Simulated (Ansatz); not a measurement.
SiNi:

```
Ni Si
1.0
     4.50369    0.00000    0.00000
     0.00000    4.50369    0.00000
     0.00000    0.00000    4.50369
Ni Si
4 4
Direct
  0.14950 0.14950 0.14950
  0.64950 0.35050 0.85050
  0.85050 0.64950 0.35050
  0.35050 0.85050 0.64950
  0.84683 0.84683 0.84683
  0.34683 0.65317 0.15317
  0.15317 0.34683 0.65317
  0.65317 0.15317 0.34683
```

The cell is a database's computed one.

```yaml
Program: Ansatz 0.2.0
Task: relaxation of cell and atoms
Functional: PBEsol
Potentials_or_basis: Ansatz PAW
Cutoff: "420 eV (not typed: the program's choice for these potentials)"
k_mesh: 6 × 6 × 6
Occupations: fermi-dirac, width 0.05 eV
Spin: collinear spin, ferromagnetic start
Starting_moments: "[1.0, 1.0, 1.0, 1.0, 0.0, 0.0, 0.0, 0.0] μB"
```

At the start: volume 11.42 Å³/atom.

Q: Where does the relaxation end?

A: It ends after 5 steps and the volume is 11.15 Å³/atom (-2.4 %); space group P2_13 (No. 198, to 0.05 Å); moment 0.00 μB per cell.

The path:
| step | energy change (eV) | largest force (eV/Å) | volume (Å³) |
| --- | --- | --- | --- |
| 1 | 0.0000 | 0.0381 | 91.35 |
| 2 | -0.0269 | 0.0282 | 90.10 |
| 3 | -0.0337 | 0.0134 | 89.11 |
| 4 | -0.0337 | 0.0018 | 89.16 |
| 5 | -0.0331 | 0.0018 | 89.16 |

Final structure:
```
Ni Si
1.0
     4.46742    0.00000    0.00000
     0.00000    4.46742    0.00000
     0.00000    0.00000    4.46742
Ni Si
4 4
Direct
  0.14889 0.14889 0.14889
  0.64889 0.35111 0.85111
  0.85111 0.64889 0.35111
  0.35111 0.85111 0.64889
  0.84649 0.84649 0.84649
  0.34649 0.65351 0.15351
  0.15351 0.34649 0.65351
  0.65351 0.15351 0.34649
```

Caveat: the plane-wave basis is chosen anew once the cell has moved, so the energies of steps on either side of that aren't comparable; the PAW data sets come from PBE, with cores solved anew for the run's functional, which leaves a small shift of forces and pressure; the starting moments weren't kept.
